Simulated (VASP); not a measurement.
# InSe (P6_3/mmc) in VASP: a series of runs

The runs below take InSe through electric field gradients, core levels, with LDA.

Everything below comes from runs of VASP 6.6.1. Logs are shortened: lines on timing, memory, paths and dates and some standing lists are left out, and cuts for length are marked.

## (1) Starting point

Symmetry: P6_3/mmc, No. 194, hexagonal system. The conventional cell has a = 4.050 Å, b = 4.050 Å, c = 16.930 Å, α = 90.00°, β = 90.00°, γ = 120.00°. In (site symmetry 3m) is surrounded by 3 Se at 2.52 Å. Se (site symmetry 3m) is surrounded by 3 In at 2.52 Å.

## (2) Electric field gradients, LDA

INCAR reads:

```
SYSTEM = InSe
ALGO     = Normal         ! electronic algorithm
EDIFF    = 1E-8           ! SCF threshold, eV
ENCUT    = 520            ! plane-wave cutoff, eV
GGA      = CA             ! functional
ISIF     = 2              ! what is computed and relaxed
ISMEAR   = 0              ! smearing method
LASPH    = .True.         ! aspherical terms in the spheres
LCHARG   = .False.        ! write CHGCAR
LEFG     = .True.       
LREAL    = .False.        ! projectors in reciprocal space
LWAVE    = .False.        ! write WAVECAR
NELM     = 80             ! most SCF steps
PREC     = Accurate       ! precision mode
SIGMA    = 0.02           ! smearing width, eV
```

KPOINTS reads:

```
k-points
0
Gamma
  6 6 2
  0 0 0
```

POSCAR reads:

```
InSe
1.0
    4.0500000000      0.0000000000      0.0000000000
   -2.0250000000      3.5074028853      0.0000000000
    0.0000000000      0.0000000000     16.9300000000
In Se
4 4
Direct
    0.6666666667      0.3333333333      0.8430000000
    0.3333333333      0.6666666667      0.3430000000
    0.6666666667      0.3333333333      0.6570000000
    0.3333333333      0.6666666667      0.1570000000
    0.6666666667      0.3333333333      0.3980000000
    0.3333333333      0.6666666667      0.8980000000
    0.6666666667      0.3333333333      0.1020000000
    0.3333333333      0.6666666667      0.6020000000
```

Potentials or basis: VASP PAW LDA potentials, release 64 (In_d, Se).

On the command line:

```
$ cat potpaw_LDA.64/In_d/POTCAR potpaw_LDA.64/Se/POTCAR > POTCAR
$ mpirun -np 1 vasp_std > vasp.out
```

OUTCAR:

```text
SYSTEM = InSe
   EDIFF = 1E-8
   ENCUT = 520
   GGA = CA
   ISIF = 2
   ISMEAR = 0
   LASPH = .True.
   LREAL = .False.
   NELM = 80
   PREC = Accurate

 ion  position               nearest neighbor table
   1  0.667  0.333  0.843-   6 2.52   6 2.52   6 2.52   3 3.15
   2  0.333  0.667  0.343-   5 2.52   5 2.52   5 2.52   4 3.15
   3  0.667  0.333  0.657-   8 2.52   8 2.52   8 2.52   1 3.15
   4  0.333  0.667  0.157-   7 2.52   7 2.52   7 2.52   2 3.15
   5  0.667  0.333  0.398-   2 2.52   2 2.52   2 2.52
   6  0.333  0.667  0.898-   1 2.52   1 2.52   1 2.52
   7  0.667  0.333  0.102-   4 2.52   4 2.52   4 2.52
   8  0.333  0.667  0.602-   3 2.52   3 2.52   3 2.52

  LATTYP: Found a hexagonal cell.
 ALAT       =     4.0500000000
 C/A-ratio  =     4.1802469136

  Lattice vectors:

 A1 = (   4.0500000000,   0.0000000000,   0.0000000000)
 A2 = (  -2.0250000000,   3.5074028853,   0.0000000000)
 A3 = (   0.0000000000,   0.0000000000,  16.9300000000)

Analysis of symmetry for initial positions (statically):
=====================================================================
 Subroutine PRICEL returns:
 Original cell was already a primitive cell.

 Routine SETGRP: Setting up the symmetry group for a
 hexagonal supercell.

 Subroutine GETGRP returns: Found 24 space group operations
 (whereof 12 operations were pure point group operations)
 out of a pool of 24 trial point group operations.

The static configuration has the point symmetry D_3d.
 The point group associated with its full space group is D_6h.

Analysis of symmetry for dynamics (positions and initial velocities):
=====================================================================
 Subroutine PRICEL returns:
 Original cell was already a primitive cell.

 Routine SETGRP: Setting up the symmetry group for a
 hexagonal supercell.

 Subroutine GETGRP returns: Found 24 space group operations
 (whereof 12 operations were pure point group operations)
 out of a pool of 24 trial point group operations.

The dynamic configuration has the point symmetry D_3d.
 The point group associated with its full space group is D_6h.

 Subroutine INISYM returns: Found 24 space group operations
 (whereof 12 operations are pure point group operations),
 and found     1 'primitive' translations

----------------------------------------------------------------------------------------

                                     Primitive cell

  volume of cell :     240.4903

  direct lattice vectors                    reciprocal lattice vectors
     4.050000000  0.000000000  0.000000000     0.246913580  0.142555622  0.000000000
    -2.025000000  3.507402885  0.000000000     0.000000000  0.285111244  0.000000000
     0.000000000  0.000000000 16.930000000     0.000000000  0.000000000  0.059066745

  length of vectors
     4.050000000  4.050000000 16.930000000     0.285111244  0.285111244  0.059066745

  position of ions in fractional coordinates (direct lattice)
     0.666666667  0.333333333  0.843000000
     0.333333333  0.666666667  0.343000000
     0.666666667  0.333333333  0.657000000
     0.333333333  0.666666667  0.157000000
     0.666666667  0.333333333  0.398000000
     0.333333333  0.666666667  0.898000000
     0.666666667  0.333333333  0.102000000
     0.333333333  0.666666667  0.602000000

  ion indices of the primitive-cell ions
   primitive index   ion index
                 1           1
                 2           2
                 3           3
                 4           4
                 5           5
                 6           6
                 7           7
                 8           8

----------------------------------------------------------------------------------------

 KPOINTS: k-points

Automatic generation of k-mesh.
 Grid dimensions read from file:
 generate k-points for:    6    6    2

 Generating k-lattice:

  Cartesian coordinates                     Fractional coordinates (reciprocal lattice)
     0.041152263  0.023759270  0.000000000     0.166666667 -0.000000000  0.000000000
     0.000000000  0.047518541  0.000000000     0.000000000  0.166666667  0.000000000
     0.000000000  0.000000000  0.029533373     0.000000000  0.000000000  0.500000000

  Length of vectors
     0.047518541  0.047518541  0.029533373

  Shift w.r.t. Gamma in fractional coordinates (k-lattice)
[... 23 lines left out ...]
   k-points           NKPTS =     14   k-points in BZ     NKDIM =     14   number of bands    NBANDS=     45
   number of dos      NEDOS =    301   number of ions     NIONS =      8
   total plane-waves  NPLWV = 113400
   dimension x,y,z NGX =    30 NGY =   30 NGZ =  126
   dimension x,y,z NGXF=    60 NGYF=   60 NGZF=  252
   ions per type =               4   4
   NGX,Y,Z   is equivalent  to a cutoff of  12.31, 12.31, 12.37 a.u.
   NGXF,Y,Z  is equivalent  to a cutoff of  24.63, 24.63, 24.75 a.u.
 SYSTEM =  InSe
   PREC   = accura    normal or accurate (medium, high low for compatibility)
   ISTART =      0    job   : 0-new  1-cont  2-samecut
   ICHARG =      2    charge: 1-file 2-atom 10-const
   ISPIN  =      1    spin polarized calculation?
   LNONCOLLINEAR =      F non collinear calculations
   LSORBIT =      F    spin-orbit coupling
   LASPH  =      T    aspherical Exc in radial PAW
   ENCUT  =  520.0 eV  38.22 Ry    6.18 a.u.   7.53  7.53 31.48*2*pi/ulx,y,z
   NELM   =     80;   NELMIN=  2; NELMDL= -5     # of ELM steps
   EDIFF  = 0.1E-07   stopping-criterion for ELM
   LREAL  =      F    real-space projection
   EDIFFG = 0.1E-06   stopping-criterion for IOM
   NSW    =      0    number of steps for IOM
   IBRION =     -1    ionic relax: 0-MD 1-quasi-New 2-CG
   NFREE  =      0    steps in history (QN), initial steepest desc. (CG)
   ISIF   =      2    stress and relaxation
   ISYM   =      2    0-nonsym 1-usesym 2-fastsym
   POTIM  = 0.5000    time-step for ionic-motion
   TEBEG  =    0.0;   TEEND  =   0.0 temperature during run
   PSTRESS=    0.0 pullay stress
   NELECT =      76.0000    total number of electrons
   NUPDOWN=      -1.0000    fix difference up-down
   EMIN   =  10.00;   EMAX   =-10.00  energy-range for DOS
   EFERMI =   0.00;   METHOD = LEGACY
   ISMEAR =     0;   SIGMA  =   0.02  broadening in eV -4-tet -1-fermi 0-gaus
   EFERMI_NEDOS =   21; number of points for ismear=-14 and -15
   IALGO  =     38    algorithm
   IMIX   =      4    mixing-type and parameters
     AMIX     =   0.40;   BMIX     =  1.00
     AMIX_MAG =   1.60;   BMIX_MAG =  1.00
  volume/ion in A,a.u.               =      30.06       202.86
  Fermi-wavevector in a.u.,A,eV,Ry     =   1.115099  2.107232 16.918111  1.243446
  Thomas-Fermi vector in A             =   2.251701
   LORBIT       =      0    0 simple, 1 ext, 2 COOP (PROOUT), +10 PAW based schemes
   GGA     = CA    functional components
   LHFCALC =     F    Hartree Fock is set to
   AEXX    =    0.0000 exact exchange contribution
   IVDW    =     0    specifies the selected vdW correction
   LEPSILON=     F    determine dielectric tensor
   LRPA    =     F    only Hartree local field effects (RPA)
 non-spin polarized calculation
 Gauss-broadening in eV      SIGMA  =   0.02
  energy-cutoff  :      520.00
  volume of cell :      240.49
 maximum number of plane-waves:      6531
   NGX = 15   NGY = 15   NGZ = 63

 number of electron      75.9999998 magnetization

 Free energy of the ion-electron system (eV)
  ---------------------------------------------------
  ext. energy  EPLUGINS =         0.00000000
  ---------------------------------------------------
  free energy    TOTEN  =       -31.71527371 eV

  energy without entropy =      -31.71468472  energy(sigma->0) =      -31.71497921

 E-fermi :   4.0661     XC(G=0):  -9.0427

 val. band max:        4.0523764680   @ k =   0.1667   0.0000   0.0000
 cond. band min:       4.2711103398   @ k =   0.0000   0.0000   0.5000
 fundamental gap:      0.2187338718
 Fermi energy:         4.0660586079

 k-point     1 :       0.0000    0.0000    0.0000
  band No.  band energies     occupation
      1     -11.1482      2.00000
      2     -11.1351      2.00000
      3     -11.0527      2.00000
      4     -11.0328      2.00000
      5     -10.9335      2.00000
      6     -10.9335      2.00000
[... 661 lines left out ...]
     44       8.0384      0.00000
     45       8.5685      0.00000

------------------------ aborting loop because EDIFF is reached ----------------------------------------

  FORCE on cell =-STRESS in cart. coord.  units (eV):
  Direction    XX          YY          ZZ          XY          YZ          ZX
  --------------------------------------------------------------------------------------
  -------------------------------------------------------------------------------------
  Total        8.8666247      8.8666247     -1.8152977      0.0000000      0.0000000      0.0000000
  in kB       59.0705849     59.0705849    -12.0937446      0.0000000      0.0000000      0.0000000
  external PRESSURE =      35.3491417 kB  Pullay stress =       0.0000000 kB

 VOLUME and BASIS-vectors are now :
 -----------------------------------------------------------------------------
  energy-cutoff  :      520.00
  volume of cell :      240.49
      direct lattice vectors                 reciprocal lattice vectors
     4.050000000  0.000000000  0.000000000     0.246913580  0.142555622  0.000000000
    -2.025000000  3.507402885  0.000000000     0.000000000  0.285111244  0.000000000
     0.000000000  0.000000000 16.930000000     0.000000000  0.000000000  0.059066745

 POSITION                                       TOTAL-FORCE (eV/Angst)
 -----------------------------------------------------------------------------------
      2.02500      1.16913     14.27199        -0.000000     -0.000000     -2.615636
     -0.00000      2.33827      5.80699         0.000000      0.000000     -2.615636
      2.02500      1.16913     11.12301        -0.000000     -0.000000      2.615636
     -0.00000      2.33827      2.65801         0.000000      0.000000      2.615636
      2.02500      1.16913      6.73814        -0.000000     -0.000000      1.657245
     -0.00000      2.33827     15.20314         0.000000     -0.000000      1.657245
      2.02500      1.16913      1.72686        -0.000000     -0.000000     -1.657245
     -0.00000      2.33827     10.19186         0.000000      0.000000     -1.657245
 -----------------------------------------------------------------------------------
    total drift:                               -0.000000     -0.000000      0.000000

  FREE ENERGIE OF THE ION-ELECTRON SYSTEM (eV)
  ---------------------------------------------------
  free  energy   TOTEN  =       -31.7152737130 eV

  energy  without entropy=      -31.7146847156  energy(sigma->0) =      -31.71497921

 Electric field gradients (V/A^2)
---------------------------------------------------------------------
 ion       V_xx      V_yy      V_zz      V_xy      V_xz      V_yz
---------------------------------------------------------------------
   1       5.878     5.879   -11.757     0.001     0.000    -0.000
   2       5.878     5.879   -11.757     0.001    -0.000     0.000
   3       5.878     5.879   -11.757     0.001    -0.000     0.000
   4       5.878     5.879   -11.757     0.001     0.000    -0.000
   5      91.830    91.830  -183.660     0.000     0.000    -0.000
   6      91.830    91.830  -183.660     0.000    -0.000     0.000
   7      91.830    91.830  -183.660     0.000    -0.000     0.000
   8      91.830    91.830  -183.660     0.000     0.000    -0.000
---------------------------------------------------------------------

 Electric field gradients after diagonalization (V/A^2)
 (convention: |V_zz| > |V_xx| > |V_yy|)
----------------------------------------------------------------------
 ion       V_xx      V_yy      V_zz     asymmetry (V_yy - V_xx)/ V_zz
----------------------------------------------------------------------
   1       5.879     5.878   -11.757       0.000
   2       5.879     5.878   -11.757       0.000
   3       5.879     5.878   -11.757       0.000
   4       5.879     5.878   -11.757       0.000
   5      91.830    91.830  -183.660       0.000
   6      91.830    91.830  -183.660       0.000
   7      91.830    91.830  -183.660       0.000
   8      91.830    91.830  -183.660       0.000
----------------------------------------------------------------------

           NMR quadrupolar parameters

 Cq : quadrupolar parameter    Cq=e*Q*V_zz/h
 eta: asymmetry parameters     (V_yy - V_xx)/ V_zz
 Q  : nuclear electric quadrupole moment in mb (millibarn)
----------------------------------------------------------------------
 ion       Cq(MHz)       eta       Q (mb)
----------------------------------------------------------------------
   1      -0.028       0.000       1.000
   2      -0.028       0.000       1.000
   3      -0.028       0.000       1.000
   4      -0.028       0.000       1.000
   5      -0.444       0.000       1.000
   6      -0.444       0.000       1.000
   7      -0.444       0.000       1.000
   8      -0.444       0.000       1.000
----------------------------------------------------------------------
```

It took 2.6 min on 1 thread of AMD EPYC 9R45 (Zen 5), shared host; peak memory 0.29 GiB.

What came out:

| Quantity | Value |
| --- | --- |
| Free energy | -31.7153 eV |
| Pressure | 3.5 GPa |
| Largest force | 2.616 eV/Å |
| Band gap on the k mesh | none (metal or under the smearing width) |

Forces on the atoms (eV/Å):
```
In   0.000  0.000 -2.616
In   0.000  0.000 -2.616
In   0.000  0.000  2.616
In   0.000  0.000  2.616
Se   0.000  0.000  1.657
Se   0.000  0.000  1.657
Se   0.000  0.000 -1.657
Se   0.000  0.000 -1.657
```

Stress tensor (GPa, compression positive):
```
 5.91  0.00  0.00
 0.00  5.91  0.00
 0.00  0.00 -1.21
```

Electric field gradients, principal values (V/Å²):
| atom | Vxx | Vyy | Vzz |
| --- | --- | --- | --- |
| 1 In | 5.878 | 5.879 | -11.757 |
| 2 In | 5.878 | 5.879 | -11.757 |
| 3 In | 5.878 | 5.879 | -11.757 |
| 4 In | 5.878 | 5.879 | -11.757 |
| 5 Se | 91.830 | 91.830 | -183.660 |
| 6 Se | 91.830 | 91.830 | -183.660 |
| 7 Se | 91.830 | 91.830 | -183.660 |
| 8 Se | 91.830 | 91.830 | -183.660 |

Caveat: forces of over 1 eV/Å show positions far from the minimum, so gaps and moduli don't describe the material at rest.

(Part 1 of 2 ends here.)
